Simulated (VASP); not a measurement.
# Sn (Fd-3m) in VASP: settings compared, part 2 of 2

VASP 6.6.1.

## Step 3: Relaxation of cell and atoms, HSE06

This run uses another cell than the first one, of 34.92 Å³/atom, 1.033 times its volume.

Contents of POSCAR:

```
Sn                                      
1.0
    0.0000000000      3.2685833779      3.2685833779
    3.2685833779      0.0000000000      3.2685833779
    3.2685833779      3.2685833779     -0.0000000000
  Sn            
     2
Direct
     0.0000000000000000    0.0000000000000000    0.0000000000000000
     0.2500000000000000    0.2500000000000000    0.2500000000000000
```

Contents of INCAR.step1:

```
PREC = Accurate
ENCUT = 520
EDIFF = 1E-5
ISMEAR = 0
SIGMA = 0.03
LREAL = False
LASPH = True
NELM = 80
ALGO = Normal
LWAVE = True
LCHARG = False
KPAR = 4
GGA = PE
```

Contents of INCAR.step2:

```
PREC = Accurate
ENCUT = 520
EDIFF = 1E-6
ISMEAR = 0
SIGMA = 0.03
LREAL = False
LASPH = True
NELM = 80
ALGO = Normal
ISIF = 3
LWAVE = False
LCHARG = False
GGA = PE
LHFCALC = True
HFSCREEN = 0.2
PRECFOCK = Fast
IBRION = 2
NSW = 25
EDIFFG = -0.01
KPAR = 4
ISTART = 1
```

Contents of KPOINTS:

```
Automatic mesh
0
Gamma
  6 6 6
```

Potentials or basis: VASP PAW PBE potentials, release 64 (Sn_d).

Started as:

```
cat potpaw_PBE.64/Sn_d/POTCAR > POTCAR
cp INCAR.step1 INCAR
mpirun -np 4 vasp_std > vasp.out
cp INCAR.step2 INCAR
mpirun -np 4 vasp_std > vasp.out
```

OUTCAR:

```text
PREC = Accurate
   ENCUT = 520
   EDIFF = 1E-6
   ISMEAR = 0
   LREAL = False
   LASPH = True
   NELM = 80
   ISIF = 3
   GGA = PE
   LHFCALC = True
   HFSCREEN = 0.2
   PRECFOCK = Fast
   IBRION = 2
   NSW = 25
   EDIFFG = -0.01
   ISTART = 1

 ion  position               nearest neighbor table
   1  0.000  0.000  0.000-   2 2.83   2 2.83   2 2.83   2 2.83
   2  0.250  0.250  0.250-   1 2.83   1 2.83   1 2.83   1 2.83

  LATTYP: Found a face centered cubic cell.
 ALAT       =     6.5371667558

  Lattice vectors:

 A1 = (   0.0000000000,   3.2685833779,   3.2685833779)
 A2 = (   3.2685833779,   0.0000000000,   3.2685833779)
 A3 = (   3.2685833779,   3.2685833779,   0.0000000000)

Analysis of symmetry for initial positions (statically):
=====================================================================
 Subroutine PRICEL returns:
 Original cell was already a primitive cell.

 Routine SETGRP: Setting up the symmetry group for a
 face centered cubic supercell.

 Subroutine GETGRP returns: Found 48 space group operations
[... 153 lines left out ...]
  volume of cell :       69.84
 maximum number of plane-waves:      1895
 NGX is ok and might be reduce to    36
  NGX = 20; NGY = 20; NGZ = 20

--------------------------------------- Ionic step        1  -------------------------------------------

 number of electron      27.9999987 magnetization

 Free energy of the ion-electron system (eV)
  ---------------------------------------------------
  ext. energy  EPLUGINS =         0.00000000
  ---------------------------------------------------
  free energy    TOTEN  =        -9.05474124 eV

  energy without entropy =       -9.05452699  energy(sigma->0) =       -9.05463412

------------------------ aborting loop because EDIFF is reached ----------------------------------------

  FORCE on cell =-STRESS in cart. coord.  units (eV):
  Direction    XX          YY          ZZ          XY          YZ          ZX
  --------------------------------------------------------------------------------------
  -------------------------------------------------------------------------------------
  Total        0.1617622      0.1617622      0.1617622     -0.0000000      0.0000000     -0.0000000
  in kB        3.7108962      3.7108962      3.7108962     -0.0000000      0.0000000     -0.0000000
  external PRESSURE =       3.7108962 kB  Pullay stress =       0.0000000 kB
[... 59 lines left out ...]
--------------------------------------- Ionic step        3  -------------------------------------------

 number of electron      27.9999984 magnetization

 Free energy of the ion-electron system (eV)
  ---------------------------------------------------
  ext. energy  EPLUGINS =         0.00000000
  ---------------------------------------------------
  free energy    TOTEN  =        -9.05547142 eV

  energy without entropy =       -9.05525717  energy(sigma->0) =       -9.05536430

 E-fermi :   5.1499     XC(G=0):  -7.2995

 val. band max:        5.1407450263   @ k =   0.0000   0.0000   0.0000
 cond. band min:       5.4591738491   @ k =   0.5000   0.0000   0.0000
 fundamental gap:      0.3184288229
 Fermi energy:         5.1498807674

 k-point     1 :       0.0000    0.0000    0.0000
  band No.  band energies     occupation
      1     -18.7008      2.00000
      2     -18.7008      2.00000
      3     -18.7008      2.00000
      4     -18.6448      2.00000
      5     -18.6448      2.00000
      6     -18.3503      2.00000
[... 354 lines left out ...]
  FREE ENERGIE OF THE ION-ELECTRON SYSTEM (eV)
  ---------------------------------------------------
  free  energy   TOTEN  =        -9.0554714239 eV

  energy  without entropy=       -9.0552571707  energy(sigma->0) =       -9.05536430

 reached required accuracy - stopping structural energy minimisation
```

OUTCAR.step1:

```text
PREC = Accurate
   ENCUT = 520
   EDIFF = 1E-5
   ISMEAR = 0
   LREAL = False
[... 550 lines left out ...]
      0.00000      0.00000      0.00000         0.000000     -0.000000      0.000000
      1.63429      1.63429      1.63429        -0.000000      0.000000     -0.000000
 -----------------------------------------------------------------------------------
    total drift:                                0.000000      0.000000      0.000000

  FREE ENERGIE OF THE ION-ELECTRON SYSTEM (eV)
  ---------------------------------------------------
  free  energy   TOTEN  =        -7.6342533299 eV

  energy  without entropy=       -7.6339398913  energy(sigma->0) =       -7.63409661
```

Run time: 23 min. Hardware: 4 MPI ranks of Intel Xeon 6975P-C (Granite Rapids), shared host; peak memory 0.31 GiB.

Results:

- Free energy: -9.0555 eV
- Relaxed volume: 35.23 Å³/atom
- Relaxed cell: a = 4.636 Å, b = 4.636 Å, c = 4.636 Å, α = 60.00°, β = 60.00°, γ = 60.00°
- Space group after relaxing (to 0.05 Å): Fd-3m (No. 227)
- Energy gained by relaxing: 0.4 meV/atom
- Ionic steps: 3
- Pressure after relaxing: 0.0 GPa
- Band gap on the k mesh: none (metal or under the smearing width)

The path:
| step | energy change (eV) | largest force (eV/Å) | pressure (GPa) | volume (Å³) |
| --- | --- | --- | --- | --- |
| 1 | 0.0000 | 0.0000 | 0.37 | 69.84 |
| 2 | -0.0006 | 0.0000 | -0.14 | 70.66 |
| 3 | -0.0007 | 0.0000 | 0.02 | 70.46 |

Final structure:
```cif
data_structure
_symmetry_space_group_name_H-M 'P 1'
_symmetry_Int_Tables_number 1
_cell_length_a 4.6360
_cell_length_b 4.6360
_cell_length_c 4.6360
_cell_angle_alpha 60.000
_cell_angle_beta 60.000
_cell_angle_gamma 60.000
_cell_volume 70.46
loop_
_atom_site_label
_atom_site_type_symbol
_atom_site_fract_x
_atom_site_fract_y
_atom_site_fract_z
_atom_site_occupancy
Sn1 Sn 0.00000 0.00000 0.00000 1
Sn2 Sn 0.25000 0.25000 0.25000 1
```

Levels at points of the mesh, in eV from the Fermi level:
```
           k point  band 12  band 13  band 14  band 15  band 16  band 17
(0.00, 0.00, 0.00)    -0.37    -0.01    -0.01    -0.01     2.60     2.60
(0.50, 0.00, 0.00)    -6.86    -1.27    -1.27     0.31     3.71     3.71
(0.50, 0.50, 0.00)    -8.22    -2.69    -2.69     1.19     1.19     8.47
```

Caveat: the PAW data sets were made with another functional, which shifts forces and pressure a little. Zero-point motion and thermal expansion aren't in these numbers.

## Step 4: Relaxation of cell and atoms, r2SCAN

Contents of INCAR:

```
ALGO = Normal
EDIFF = 1E-6
EDIFFG = -0.01
ENCUT = 600
IBRION = 2
ISIF = 3
ISMEAR = 0
LASPH = True
LCHARG = False
LMIXTAU = True
LREAL = False
LWAVE = False
METAGGA = R2SCAN
NELM = 80
NSW = 90
PREC = Accurate
SIGMA = 0.03
```

Contents of KPOINTS:

```
k-points
0
Gamma
  10 10 10
```

Contents of POSCAR:

```
Sn
1.0
    0.0000000000      3.2333428000      3.2333428000
    3.2333428000      0.0000000000      3.2333428000
    3.2333428000      3.2333428000      0.0000000000
Sn
2
Direct
    0.0000000000      0.0000000000      0.0000000000
    0.2500000000      0.2500000000      0.2500000000
```

Started as:

```
cat potpaw_PBE.64/Sn_d/POTCAR > POTCAR
mpirun -np 1 vasp_std > vasp.out
```

It took 6.2 min on 1 thread of Intel Xeon 6975P-C (Granite Rapids), shared host; peak memory 0.29 GiB.

The run converged. Its results:

| Item | Value |
| --- | --- |
| Free energy | -49.4951 eV |
| Relaxed volume | 35.38 Å³/atom |
| Relaxed cell | a = 4.643 Å, b = 4.643 Å, c = 4.643 Å, α = 60.00°, β = 60.00°, γ = 60.00° |
| Space group after relaxing (to 0.05 Å) | Fd-3m (No. 227) |
| Energy gained by relaxing | 10.4 meV/atom |
| Ionic steps | 3 |
| Pressure after relaxing | 0.0 GPa |
| Band gap on the k mesh | none (metal or under the smearing width) |

Step by step:
```
step  energy change (eV)  largest force (eV/Å)  pressure (GPa)  volume (Å³)
   1              0.0000                0.0000            2.20        67.61
   2             -0.0168                0.0000           -0.85        72.24
   3             -0.0208                0.0000           -0.01        70.76
```

Final structure:
```
Sn
1.0
     0.00000    3.28292    3.28292
     3.28292    0.00000    3.28292
     3.28292    3.28292    0.00000
Sn
2
Cartesian
  0.0000 0.0000 0.0000
  1.6415 1.6415 1.6415
```

Levels at points of the mesh, in eV from the Fermi level:
```
           k point  band 11  band 12  band 13  band 14  band 15  band 16  band 17  band 18
(0.00, 0.00, 0.00)   -10.91    -0.63    -0.01    -0.01    -0.01     2.21     2.21     2.21
(0.50, 0.00, 0.00)    -9.26    -6.47    -1.23    -1.23     0.05     3.34     3.34     5.95
(0.50, 0.50, 0.00)    -7.75    -7.75    -2.57    -2.57     0.94     0.94     7.92     7.92
```

Caveat: the PAW data sets were made with another functional, which shifts forces and pressure a little. Zero-point motion and thermal expansion aren't in these numbers.

## Step 5: Summary

| level | k mesh | cutoff (eV) | grid for exact exchange (PRECFOCK) | screening parameter | gap on the mesh (eV) | pressure (GPa) | relaxed volume (Å³/atom) |
| --- | --- | --- | --- | --- | --- | --- | --- |
| PBEsol | 10 × 10 × 10 | 600 | - | - | none | 0.0 | 34.92 |
| HSE06 | 6 × 6 × 6 | 520 | Fast | 0.2 1/A | none | 0.0 | 35.23 |
| r2SCAN | 10 × 10 × 10 | 600 | - | - | none | 0.0 | 35.38 |

Alike in all rows: task relaxation of cell and atoms; potentials or basis VASP PAW PBE potentials, release 64 (Sn_d); no spin polarisation; cell relaxed; smearing gaussian 0.03 eV.

Caveats: the PAW data sets were made with another functional, which shifts forces and pressure a little.

Total energies depend on the potentials used, so only differences within one code and one set of settings carry meaning.
